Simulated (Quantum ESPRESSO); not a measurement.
**CsPbCl3 in Quantum ESPRESSO: the effect of functional**

Crystal: CsPbCl3.

```
Pb Cs Cl
1.0
     5.60500    0.00000    0.00000
     0.00000    5.60500    0.00000
     0.00000    0.00000    5.60500
Pb Cs Cl
1 1 3
Direct
  0.50000 0.50000 0.50000
  0.00000 0.00000 0.00000
  0.50000 0.00000 0.50000
  0.00000 0.50000 0.50000
  0.50000 0.50000 0.00000
```

Alike in all runs:

- Program: Quantum ESPRESSO 7.5
- Task: dielectric tensor
- k mesh: 4 × 4 × 4, shifted
- Occupations: fermi-dirac, width 0.05 eV
- Spin: no spin polarisation

| functional | potentials or basis | cutoff | pressure (GPa) | dielectric constant (mean) |
| --- | --- | --- | --- | --- |
| LDA | PseudoDojo 0.4.1 SR LDA standard | 762 eV | -1.3 | 3.54 |
| PBEsol | PseudoDojo 0.4.1 SR PBEsol standard | 789 eV | 0.1 | 3.50 |
| WC | PseudoDojo 0.4.1 SR PBE standard | 789 eV | 0.3 | 3.50 |
| BLYP | PseudoDojo 0.4.1 SR PBE standard | 789 eV | 3.2 | 3.40 |
| AM05 | PseudoDojo 0.4.1 SR PBE standard | 789 eV | ? | ? |

**Question.** What does the run with functional AM05 give?

**Answer.** Pressure 0.9 GPa; dielectric constant 3.46 mean.

Caveats: the potentials were made for another functional, which shifts forces and pressure (some runs); the cell is more than 3 GPa from zero pressure, which shifts response properties (some runs).

Runs at the PBE level aren't shown here.
